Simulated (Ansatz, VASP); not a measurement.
**One calculation of InAs (scan), two programs**

```
CELL_PARAMETERS angstrom
0.00000 3.01800 3.01800
3.01800 0.00000 3.01800
3.01800 3.01800 0.00000
ATOMIC_POSITIONS crystal
In 0.00000 0.00000 0.00000
As 0.25000 0.25000 0.25000
```

Alike in both runs: task relaxation of cell and atoms; functional r2SCAN; k mesh 10 × 10 × 10; occupations gaussian, width 0.01 eV; no spin polarisation.

|  | VASP | Ansatz |
| --- | --- | --- |
| version | VASP 6.6.1 | Ansatz 0.2.0 |
| potentials or method | VASP PAW PBE potentials, release 64 (In_d, As) | scalar-relativistic, plane waves, PAW |
| plane-wave cutoff (eV) | 600 | 500 |
| valence electrons in the cell | 18 | 28 |

|  | VASP | Ansatz | Ansatz less VASP |
| --- | --- | --- | --- |
| gap on the k mesh at the Fermi level, each at its own relaxed structure (eV) | 0.08 | 0.08 | +0.004 |
| relaxed volume (Å³/atom) | 28.50 | 28.49 | -0.012 |
| relaxed cell length with the largest relative difference (Å) | 4.320 | 4.319 | -0.0006 |
| energy change over the relaxation (meV/atom) | -7 | -7 | +0.1 |

The two sets of potentials don't hold the same shells in valence.

Caveats: the PAW data sets were made with another functional, which shifts forces and pressure a little (VASP); spin-orbit coupling is left out, which moves the levels of the heavy elements. r2SCAN opens gaps a little over a GGA but as a rule still falls short of measured ones. Zero-point motion and thermal expansion aren't in these numbers.
